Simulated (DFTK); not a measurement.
CdTe:

```
Te Cd
1.0
     0.00000    3.20500    3.20500
     3.20500    0.00000    3.20500
     3.20500    3.20500    0.00000
Te Cd
1 1
Direct
  0.75000 0.75000 0.75000
  0.00000 0.00000 0.00000
```

Base run:

| Item | Value |
| --- | --- |
| Program | DFTK 0.8.2 |
| Functional | BJ06 |
| Potentials or basis | SG15 1.2 (PBE) |
| Cutoff | 1225 eV |
| k mesh | 6 × 6 × 6 |
| Occupations | fermi-dirac, width 0.05 eV |
| Spin | no spin polarisation |

Its results: band gap on the k mesh 1.24 eV, direct.

Question: The run is repeated on the same cell with these changes: functional from BJ06 to LDA. What comes out?

Answer: Band gap on the k mesh 0.65 eV, direct.

Caveats: spin-orbit coupling is left out, which moves the levels of the heavy elements; the program leaves the constant c of mgga_x_tb09 at 1, so the potential is Becke-Johnson's (BJ06) and not Tran and Blaha's, with levels but no total energy (some runs).
